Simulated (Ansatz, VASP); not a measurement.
**Pb: VASP beside Ansatz**

```
Pb
1.0
     3.48946    0.00000    0.00000
    -1.74473    3.02196    0.00000
     0.00000    0.00000    5.75270
Pb
2
Direct
  0.33333 0.66667 0.25000
  0.66667 0.33333 0.75000
```

This isn't the form of Pb at room conditions, which is fcc.

Alike in both runs: functional PBE; dispersion D3(BJ); k mesh 15 × 15 × 8; occupations gaussian, width 0.1 eV; no spin polarisation.

Ansatz relaxed the structure, and its values are those at the end. VASP's run is a single point on that final structure, the one shown.

|  | VASP | Ansatz |
| --- | --- | --- |
| version | VASP 6.6.1 | Ansatz 0.2.0 |
| potentials or method | VASP PAW PBE potentials, release 64 (Pb_d) | scalar-relativistic, plane waves, PAW |
| plane-wave cutoff (eV) | 520 | 420 |
| valence electrons in the cell | 28 | 28 |

VASP gave:

```
gap on the k mesh at the Fermi level (eV) : none
pressure (GPa)                            : -0.1
```

Question: Which values does Ansatz return?

Answer: gap on the k mesh at the Fermi level (eV): none; pressure (GPa): 0.0.

A gap of «none» marks a metal or a gap that the smearing closes. Ansatz warned: «relaxed_geometry_near_dispersion_switch».

Caveats: pairwise dispersion overbinds metals, which lowers pressure and volume. The runs have no spin-orbit coupling, so splittings on Pb are missing.
